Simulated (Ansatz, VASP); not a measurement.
**Cross-check of Al35CuN36 (Cu_Al) between VASP and Ansatz**

Aim: how closely do two programs agree when they are given the same cell, functional and k mesh? Of the first pair: The structure shown is the start of the Ansatz relaxation below; VASP solves that cell, so the two are compared at the walk's first step.

Calculated with Ansatz 0.2.0; plane waves, with VASP 6.6.1 beside it; single point at r2SCAN.

**1. Set-up**

The cell holds 72 atoms: 35 Al, 36 N and 1 Cu. Cell: a = 9.320 Å, b = 9.320 Å, c = 9.956 Å, α = 90.0°, β = 90.0°, γ = 120.0°. It derives from AlN (AlN (P6_3mc)). Nearest the centre at fractional (0.444, 0.556, 0.500): Cu72 at 0.05 Å, N55 at 1.90 Å, N40 at 1.91 Å, N56 at 1.92 Å, N52 at 1.94 Å, N53 at 3.05 Å, Al20 at 3.05 Å, Al18 at 3.06 Å. The cell carries charge −2.

Coordinates:

```
Al N Cu
1.0
     9.31957    0.00000    0.00000
    -4.65978    8.07098    0.00000
     0.00000    0.00000    9.95648
Al N Cu
35 36 1
Cartesian
  1.5708 0.9349 2.4580
  0.0210 1.8344 4.9545
  1.5126 0.8878 7.4358
  -0.0469 1.7808 0.0079
  -0.0220 3.6274 2.4654
  -1.5235 4.4461 4.9879
  -0.0485 3.5800 7.4537
  -1.5697 4.4937 9.9063
  -1.5501 6.3167 2.4544
  -3.0796 7.1763 5.0164
  -1.6021 6.2759 7.4527
  -3.1087 7.1265 9.9376
  4.6681 0.8744 2.5291
  3.0953 1.7693 4.9320
  4.6446 0.8728 7.5046
  3.0616 1.7797 9.9355
  3.1385 3.6252 2.4903
  3.1305 3.5620 7.4274
  1.5555 4.4356 0.0090
  1.5093 6.2824 2.5084
  0.0436 7.1720 4.9499
  1.5371 6.3020 7.5038
  0.0141 7.2135 9.9250
  7.7547 0.8993 2.4366
  6.1780 1.7709 5.0018
  7.8047 0.9201 7.4853
  6.2384 1.7694 0.0317
  6.2559 3.5853 2.5108
  4.6486 4.5315 4.9639
  6.2284 3.5712 7.4185
  4.6914 4.4846 9.9138
  4.6982 6.2829 2.4536
  3.1362 7.2113 4.9585
  4.6199 6.2826 7.4931
  3.0704 7.2017 0.0169
  1.5045 0.9020 4.3944
  0.0085 1.8218 1.9361
  1.5220 0.8670 9.3379
  -0.0118 1.8376 6.8944
  -0.0231 3.6003 4.3425
  -1.5477 4.4431 1.8674
  0.0090 3.5379 9.3642
  -1.5831 4.5022 6.8382
  -1.5040 6.2712 4.3786
  -3.1255 7.1497 1.9349
  -1.5788 6.2711 9.3205
  -3.0909 7.1492 6.8336
  4.6575 0.9286 4.4233
  3.1365 1.8307 1.9106
  4.6614 0.9445 9.3780
  3.1426 1.8260 6.8618
  3.1471 3.5679 4.3629
  1.5444 4.5222 1.9266
  3.1118 3.5434 9.3394
  1.6030 4.4864 6.8693
  1.5505 6.3209 4.4094
  0.0246 7.2108 1.9193
  1.5164 6.3100 9.3542
  0.0181 7.2125 6.8473
  7.7729 0.8830 4.3372
  6.1865 1.8324 1.8789
  7.7400 0.8930 9.3207
  6.1801 1.8304 6.8814
  6.2527 3.6110 4.4037
  4.6763 4.5293 1.9087
  6.2201 3.5544 9.4002
  4.6351 4.4440 6.8911
  4.6836 6.2466 4.3534
  3.1119 7.1681 1.8464
  4.6739 6.2466 9.3263
  3.1134 7.1310 6.8496
  1.5413 4.5263 4.9979
```

**2. Ansatz: relaxation, r2SCAN**

Ansatz runs on its PAW soft_1 files.

The two programs are compared at the cell with which this relaxation starts, whose forces are those of its first step.

Contents of input.yaml:

```yaml
crystal:
  lattice:
    - [9.31956554, 9.0e-08, 0.0]
    - [-4.65978284, 8.07098046, 0.0]
    - [0.0, 0.0, 9.95647772]
  atoms:
    - { symbol: Al, position: [0.22222222, 0.11111111, 0.24960167] }
    - { symbol: Al, position: [0.11111111, 0.22222222, 0.49960167] }
    - { symbol: "N", position: [0.22222222, 0.11111111, 0.44039833] }
    - { symbol: "N", position: [0.11111111, 0.22222222, 0.19039833] }
    - { symbol: Al, position: [0.22222222, 0.11111111, 0.74960167] }
    - { symbol: Al, position: [0.11111111, 0.22222222, 0.99960167] }
    - { symbol: "N", position: [0.22222222, 0.11111111, 0.94039833] }
    - { symbol: "N", position: [0.11111111, 0.22222222, 0.69039833] }
    - { symbol: Al, position: [0.22222222, 0.44444444, 0.24960167] }
    - { symbol: Al, position: [0.11111111, 0.55555556, 0.49960167] }
    - { symbol: "N", position: [0.22222222, 0.44444444, 0.44039833] }
    - { symbol: "N", position: [0.11111111, 0.55555556, 0.19039833] }
    - { symbol: Al, position: [0.22222222, 0.44444444, 0.74960167] }
    - { symbol: Al, position: [0.11111111, 0.55555556, 0.99960167] }
    - { symbol: "N", position: [0.22222222, 0.44444444, 0.94039833] }
    - { symbol: "N", position: [0.11111111, 0.55555556, 0.69039833] }
    - { symbol: Al, position: [0.22222222, 0.77777778, 0.24960167] }
    - { symbol: Al, position: [0.11111111, 0.88888889, 0.49960167] }
    - { symbol: "N", position: [0.22222222, 0.77777778, 0.44039833] }
    - { symbol: "N", position: [0.11111111, 0.88888889, 0.19039833] }
    - { symbol: Al, position: [0.22222222, 0.77777778, 0.74960167] }
    - { symbol: Al, position: [0.11111111, 0.88888889, 0.99960167] }
    - { symbol: "N", position: [0.22222222, 0.77777778, 0.94039833] }
    - { symbol: "N", position: [0.11111111, 0.88888889, 0.69039833] }
    - { symbol: Al, position: [0.55555556, 0.11111111, 0.24960167] }
    - { symbol: Al, position: [0.44444444, 0.22222222, 0.49960167] }
    - { symbol: "N", position: [0.55555556, 0.11111111, 0.44039833] }
    - { symbol: "N", position: [0.44444444, 0.22222222, 0.19039833] }
    - { symbol: Al, position: [0.55555556, 0.11111111, 0.74960167] }
    - { symbol: Al, position: [0.44444444, 0.22222222, 0.99960167] }
    - { symbol: "N", position: [0.55555556, 0.11111111, 0.94039833] }
    - { symbol: "N", position: [0.44444444, 0.22222222, 0.69039833] }
    - { symbol: Al, position: [0.55555556, 0.44444444, 0.24960167] }
    - { symbol: Cu, position: [0.44444444, 0.55555556, 0.49960167] }
    - { symbol: "N", position: [0.55555556, 0.44444444, 0.44039833] }
    - { symbol: "N", position: [0.44444444, 0.55555556, 0.19039833] }
    - { symbol: Al, position: [0.55555556, 0.44444444, 0.74960167] }
    - { symbol: Al, position: [0.44444444, 0.55555556, 0.99960167] }
    - { symbol: "N", position: [0.55555556, 0.44444444, 0.94039833] }
    - { symbol: "N", position: [0.44444444, 0.55555556, 0.69039833] }
    - { symbol: Al, position: [0.55555556, 0.77777778, 0.24960167] }
    - { symbol: Al, position: [0.44444444, 0.88888889, 0.49960167] }
    - { symbol: "N", position: [0.55555556, 0.77777778, 0.44039833] }
    - { symbol: "N", position: [0.44444444, 0.88888889, 0.19039833] }
    - { symbol: Al, position: [0.55555556, 0.77777778, 0.74960167] }
    - { symbol: Al, position: [0.44444444, 0.88888889, 0.99960167] }
    - { symbol: "N", position: [0.55555556, 0.77777778, 0.94039833] }
    - { symbol: "N", position: [0.44444444, 0.88888889, 0.69039833] }
    - { symbol: Al, position: [0.88888889, 0.11111111, 0.24960167] }
    - { symbol: Al, position: [0.77777778, 0.22222222, 0.49960167] }
    - { symbol: "N", position: [0.88888889, 0.11111111, 0.44039833] }
    - { symbol: "N", position: [0.77777778, 0.22222222, 0.19039833] }
    - { symbol: Al, position: [0.88888889, 0.11111111, 0.74960167] }
    - { symbol: Al, position: [0.77777778, 0.22222222, 0.99960167] }
    - { symbol: "N", position: [0.88888889, 0.11111111, 0.94039833] }
    - { symbol: "N", position: [0.77777778, 0.22222222, 0.69039833] }
    - { symbol: Al, position: [0.88888889, 0.44444444, 0.24960167] }
    - { symbol: Al, position: [0.77777778, 0.55555556, 0.49960167] }
    - { symbol: "N", position: [0.88888889, 0.44444444, 0.44039833] }
    - { symbol: "N", position: [0.77777778, 0.55555556, 0.19039833] }
    - { symbol: Al, position: [0.88888889, 0.44444444, 0.74960167] }
    - { symbol: Al, position: [0.77777778, 0.55555556, 0.99960167] }
    - { symbol: "N", position: [0.88888889, 0.44444444, 0.94039833] }
    - { symbol: "N", position: [0.77777778, 0.55555556, 0.69039833] }
    - { symbol: Al, position: [0.88888889, 0.77777778, 0.24960167] }
    - { symbol: Al, position: [0.77777778, 0.88888889, 0.49960167] }
    - { symbol: "N", position: [0.88888889, 0.77777778, 0.44039833] }
    - { symbol: "N", position: [0.77777778, 0.88888889, 0.19039833] }
    - { symbol: Al, position: [0.88888889, 0.77777778, 0.74960167] }
    - { symbol: Al, position: [0.77777778, 0.88888889, 0.99960167] }
    - { symbol: "N", position: [0.88888889, 0.77777778, 0.94039833] }
    - { symbol: "N", position: [0.77777778, 0.88888889, 0.69039833] }
  host:
    repeats: [3, 3, 2]
    atoms:
      - { symbol: Al, position: [0.66666667, 0.33333333, 0.49920333] }
      - { symbol: Al, position: [0.33333333, 0.66666667, 0.99920333] }
      - { symbol: "N", position: [0.66666667, 0.33333333, 0.88079667] }
      - { symbol: "N", position: [0.33333333, 0.66666667, 0.38079667] }
total_charge: -2
basis:
  ecutwfc: 500
  xc_grid: 2
hamiltonian:
  xc: r2scan
  pseudopotentials: { kind: paw, azcp: { folder: soft_1 } }
kpoints:
  mp_grid: { grid: [1, 1, 1], shift: [0.25, 0.25, 0.25] }
scf:
  occupations: { method: fixed }
  max_iter: 60
output:
  forces: true
  charged_corrections:
    epsilon: [4.49, 4.49, 4.72]
    static_epsilon: [8.15, 8.15, 9.65]
    defect_position: [0.444444, 0.555556, 0.499602]
relax:
  f_tol: 0.02
  max_steps: 80
  random_displacement: { amplitude: 0.05, seed: 9278 }
checkpoint:
  write: "../qm2.relax.run"
  compress: false
  write_wavefunctions: true
  write_every: 100000
```

The run is started by

```sh
ansatz run input.yaml --threads 4 --pin off --max-ram 15073MiB --backend cpu --events-out ev --progress --plain --runs-dir out
```

Numbers of over 12 decimals in the logs are rounded to 6 here.

The program printed:

```text
Engine: ansatz 0.2.0, x86_64-unknown-linux-gnu
Pseudopotentials: kind: paw
Pseudopotential: Al, paw, valence charge 3, recommended cutoff 500 eV (meta_gga), soft_1/Al.paw.azcp
Pseudopotential: N, paw, valence charge 5, recommended cutoff 500 eV (meta_gga), soft_1/N.paw.azcp
Pseudopotential: Cu, paw, valence charge 19, recommended cutoff 500 eV (meta_gga), soft_1/Cu.paw.azcp
Functional definition: r2SCAN
  parameter k0 = 0.174
  parameter k1 = 0.065
  parameter a1 = 4.9479
  exchange = r2scan_x(k0 = k0, k1 = k1, a1 = a1)
  correlation = r2scan_c
Crystal: 72 atoms, lattice volume = 748.907 Å³
Basis set: ecut = 500 eV, 18913 PW (Γ), exchange–correlation on 144×144×150 points (8 copies of the dense FFT grid, shifted against one another)
Bands: 225, of which v1, the nominal top of the filled ones, is band 153 counted from 1 (152 counted from 0)
Symmetry: 1 space group operations
k-points: 1
Non-local potential: Al, projectors of the file, l = 0: 2, l = 1: 2, l = 2: 1
Non-local potential: N, projectors of the file, l = 0: 2, l = 1: 2, l = 2: 1
Non-local potential: Cu, projectors of the file, l = 0: 3, l = 1: 2, l = 2: 3, l = 3: 1
PAW form: soft (Blöchl's): semilocal exchange-correlation on the pseudo side does not see the compensation charge
PAW frozen core: Al, regenerated for the run's functional (the file was generated under x = pbe(κ = 0.804, μ = 0.219515), c = pbe(β = 0.066725))
PAW frozen core: N, regenerated for the run's functional (the file was generated under x = pbe(κ = 0.804, μ = 0.219515), c = pbe(β = 0.066725))
PAW frozen core: Cu, regenerated for the run's functional (the file was generated under x = pbe(κ = 0.804, μ = 0.219515), c = pbe(β = 0.066725))
PAW one-centre angular grid: Al, 302 points (default); XC on 160 Gauss nodes
PAW one-centre angular grid: N, 302 points (default); XC on 160 Gauss nodes
PAW one-centre angular grid: Cu, 590 points (default); XC on 160 Gauss nodes
Initial density: superposition of atomic densities (chi_scale 0.1, normalization cell, long waves kept (reshape's long-wave potential 0.26 eV rms))
Initial wavefunctions: pseudopotential atomic-orbital guess
Functional: x = r2scan, c = r2scan; τ floored in thin density (d = 2e-4 eV/Å³)
SCF iter   1: F=—  HF=-39522.897737 eV  |F-HF|=—  |Δ(HF+E_count)|=         —  Δρ=1.29e-1  dr2=1.58e2  dr2_τ=1.83e1  ethr=3.10e-3  ⟨swp⟩=5.0  Hψ=705  notcnv=0  defer=66
preconditioner: auto → Resta (q_TF=auto, 2.350 Å⁻¹)  ε∞=3.4  [insulator: Δε(μ)=4.872 eV  Ē_g=15.050 eV  n_scr=162 (ndim 8)  ℏωp=23.4 eV  f_vac=0.000  ε∞_Penn≈3.4]
SCF iter   2: F=—  HF=-39487.066714 eV  |F-HF|=—  |Δ(HF+E_count)|=    3.58e1  Δρ=5.61e-2  dr2=1.54e1  dr2_τ=3.25e0  ethr=3.10e-3  ⟨swp⟩=3.0  Hψ=399  notcnv=0  defer=69
SCF iter   3: F=—  HF=-39492.505596 eV  |F-HF|=—  |Δ(HF+E_count)|=    5.44e0  Δρ=4.86e-2  dr2=1.21e1  dr2_τ=2.91e-1  ethr=3.10e-3  ⟨swp⟩=3.0  Hψ=449  notcnv=0  defer=68
SCF iter   4: F=—  HF=-39490.116066 eV  |F-HF|=—  |Δ(HF+E_count)|=    2.39e0  Δρ=2.11e-2  dr2=1.88e0  dr2_τ=1.11e-1  ethr=3.10e-3  ⟨swp⟩=3.0  Hψ=395  notcnv=0  defer=68
SCF iter   5: F=—  HF=-39490.166873 eV  |F-HF|=—  |Δ(HF+E_count)|=   5.08e-2  Δρ=4.94e-3  dr2=1.09e-1  dr2_τ=4.25e-3  ethr=6.13e-4  ⟨swp⟩=2.0  Hψ=389  notcnv=0  defer=68
SCF iter   6: F=—  HF=-39490.172692 eV  |F-HF|=—  |Δ(HF+E_count)|=   5.82e-3  Δρ=7.30e-4  dr2=3.81e-3  dr2_τ=3.53e-4  ethr=3.56e-5  ⟨swp⟩=2.0  Hψ=388  notcnv=0  defer=70
SCF iter   7: F=—  HF=-39490.173125 eV  |F-HF|=—  |Δ(HF+E_count)|=   4.33e-4  Δρ=4.34e-4  dr2=1.18e-3  dr2_τ=3.69e-5  ethr=1.24e-6  ⟨swp⟩=2.0  Hψ=276  notcnv=0  defer=70
SCF iter   8: F=—  HF=-39490.173082 eV  |F-HF|=—  |Δ(HF+E_count)|=   4.35e-5  Δρ=1.64e-4  dr2=1.94e-4  dr2_τ=7.10e-6  ethr=3.85e-7  ⟨swp⟩=2.0  Hψ=272  notcnv=0  defer=70
SCF iter   9: F=-39490.173083 eV  HF=-39490.173083 eV  |F-HF|=6.94e-7  |Δ(HF+E_count)|=   1.45e-6  Δρ=1.82e-5  dr2=2.20e-6  dr2_τ=4.34e-7  ethr=3.27e-9  ⟨swp⟩=3.0  Hψ=661  notcnv=0
SCF 1 converged in 9 iterations: F = -39490.173083 eV  dr2 = 2.20e-6
  greatest PAW one-centre occupation: 1.002 electrons in one spin orbital (limit 2), on the Cu atom at site 33 (counted from 0), in its partial waves of l = 0
relax step   1: F+E_penalty+E_count = -39490.17308260 eV  Δ(F+E_penalty+E_count) = +0.000e0 eV  max|allowed force component| = 4.152e0 eV/Å  Δτ_max = 0.0000 Å  (9 SCF iters, dr2 threshold 1.00e-5 eV, accepted)
Initial density: handed on by an earlier stage of this run
Initial wavefunctions: those handed on with the density
iter 1 solved again at ethr=1.42e-4 eV; its pass at ethr=3.10e-3 eV (dr2=4.35e-1 eV) is discarded
SCF iter   1: F=—  HF=-39492.700923 eV  |F-HF|=—  |Δ(HF+E_count)|=         —  Δρ=6.37e-3  dr2=4.39e-1  dr2_τ=1.48e0  ethr=1.42e-4  ⟨swp⟩=1.0  Hψ=725  notcnv=0  defer=68
[...]
max |Σ_I F_I| component: 1.84e-2 eV/Å
--- Charged-cell corrections in eV (Makov–Payne, q = -2.000 e, ε = [8.150, 8.150, 9.650]) ---
  F (periodic)     = -39493.581245  (uncorrected; the corrections below are reported, never added to it)
  E_corr1          = +1.051110  (monopole, q²α_M/2ε̄L, of the cell on which ε is isotropic)
  F Makov-Payne    = -39492.530136  (F + E_corr1; no measured alignment; for a localised charge, not one spread in a band: unchecked)
  no potential alignment in this run, which stands beside a crystal: run the host's input off ansatz write-host-input, and read the two finished runs by ansatz place-levels (neither reads a slab, a wire or a sheet, whose cell leaves a vacuum)
--- Band table (eV) ---
  k-point 0: bands = [... 149 lower, 8.8980, 9.4007, 9.4671, 9.5150, 12.8985, 12.9502, 13.0555, 13.1607, ... 68 higher]
--- Relaxed structure (7 steps of the walk, 5 accepted, 0 SCFs on fresh bases) ---
  F+E_penalty+E_count = -39493.58124550 eV   max|allowed force component| = 9.832e-3 eV/Å
  atoms:
    - { symbol: Al, position: [0.222740, 0.111991, 0.249664] }
    - { symbol: Al, position: [0.113805, 0.226369, 0.498354] }
    - { symbol: N, position: [0.221870, 0.110775, 0.439792] }
    - { symbol: N, position: [0.111017, 0.220833, 0.188271] }
    - { symbol: Al, position: [0.222990, 0.112482, 0.748161] }
    - { symbol: Al, position: [0.110842, 0.222496, 0.999339] }
    - { symbol: N, position: [0.222200, 0.111439, 0.939035] }
    - { symbol: N, position: [0.111136, 0.222053, 0.690455] }
    - { symbol: Al, position: [0.223958, 0.445540, 0.250551] }
    - { symbol: Al, position: [0.113913, 0.554680, 0.498353] }
    - { symbol: N, position: [0.204399, 0.435748, 0.433331] }
    - { symbol: N, position: [0.111048, 0.556946, 0.188381] }
    - { symbol: Al, position: [0.223864, 0.445555, 0.748950] }
    - { symbol: Al, position: [0.110804, 0.555734, 0.999403] }
    - { symbol: N, position: [0.218184, 0.443049, 0.941378] }
    - { symbol: N, position: [0.111081, 0.555832, 0.690373] }
    - { symbol: Al, position: [0.222729, 0.777997, 0.249678] }
    - { symbol: Al, position: [0.111363, 0.889351, 0.498663] }
    - { symbol: N, position: [0.221855, 0.778845, 0.439811] }
    - { symbol: N, position: [0.111564, 0.889162, 0.189376] }
    - { symbol: Al, position: [0.222931, 0.777758, 0.748123] }
    - { symbol: Al, position: [0.111368, 0.889374, 0.999033] }
    - { symbol: N, position: [0.222162, 0.778588, 0.938999] }
    - { symbol: N, position: [0.111527, 0.889176, 0.689875] }
    - { symbol: Al, position: [0.554857, 0.111035, 0.251705] }
    - { symbol: Al, position: [0.446015, 0.226712, 0.498257] }
    - { symbol: N, position: [0.554013, 0.110949, 0.441292] }
    - { symbol: N, position: [0.443824, 0.220881, 0.188384] }
    - { symbol: Al, position: [0.555628, 0.111441, 0.747889] }
    - { symbol: Al, position: [0.445060, 0.222482, 0.999428] }
    - { symbol: N, position: [0.556126, 0.111978, 0.939046] }
    - { symbol: N, position: [0.444838, 0.222077, 0.690297] }
    - { symbol: Al, position: [0.555060, 0.445638, 0.250731] }
    - { symbol: Cu, position: [0.443519, 0.557556, 0.508878] }
    - { symbol: N, position: [0.563983, 0.436683, 0.433557] }
    - { symbol: N, position: [0.444916, 0.555826, 0.184608] }
    - { symbol: Al, position: [0.555177, 0.445485, 0.748960] }
    - { symbol: Al, position: [0.444708, 0.556031, 0.993050] }
    - { symbol: N, position: [0.557699, 0.443006, 0.941316] }
    - { symbol: N, position: [0.444876, 0.555756, 0.714297] }
    - { symbol: Al, position: [0.555211, 0.776787, 0.250492] }
    - { symbol: Al, position: [0.446048, 0.886778, 0.498347] }
    - { symbol: N, position: [0.565027, 0.796378, 0.433258] }
    - { symbol: N, position: [0.443801, 0.889694, 0.188377] }
    - { symbol: Al, position: [0.555135, 0.776806, 0.748934] }
    - { symbol: Al, position: [0.445015, 0.889945, 0.999389] }
    - { symbol: N, position: [0.557697, 0.782555, 0.941369] }
    - { symbol: N, position: [0.444837, 0.889575, 0.690380] }
    - { symbol: Al, position: [0.889654, 0.111096, 0.251624] }
[...]
- { symbol: Al, position: [0.889684, 0.445867, 0.251717] }
    - { symbol: Al, position: [0.773944, 0.554709, 0.498266] }
    - { symbol: N, position: [0.889722, 0.446703, 0.441310] }
    - { symbol: N, position: [0.779835, 0.556874, 0.188376] }
    - { symbol: Al, position: [0.889237, 0.445076, 0.747895] }
    - { symbol: Al, position: [0.778228, 0.555652, 0.999416] }
    - { symbol: N, position: [0.888747, 0.444604, 0.939049] }
    - { symbol: N, position: [0.778608, 0.555889, 0.690316] }
    - { symbol: Al, position: [0.888722, 0.777965, 0.249640] }
    - { symbol: Al, position: [0.774384, 0.886936, 0.498340] }
    - { symbol: N, position: [0.889947, 0.778843, 0.439766] }
    - { symbol: N, position: [0.779918, 0.889735, 0.188244] }
    - { symbol: Al, position: [0.888228, 0.777724, 0.748170] }
    - { symbol: Al, position: [0.778264, 0.889917, 0.999317] }
    - { symbol: N, position: [0.889282, 0.778505, 0.939037] }
    - { symbol: N, position: [0.778670, 0.889598, 0.690446] }
```

The column dr2 measures how far the density is from self-consistency, as an energy; F and HF (Harris–Foulkes) agree once it is small.

(Continued in part 2 of 4.)

[Lines on the potential files, build, host, timing and source positions are cut from VASP's logs without a mark.]

[Logs are printed without paths, hosts, clocks, repeated set-up lines and the standing remarks that a program may print on its own settings, such as how far it seeks lower states.]

[Hosts, paths, dates, database ids (printed as entryN), source tags and the programs' standing remarks are cut or masked in the printed files.]
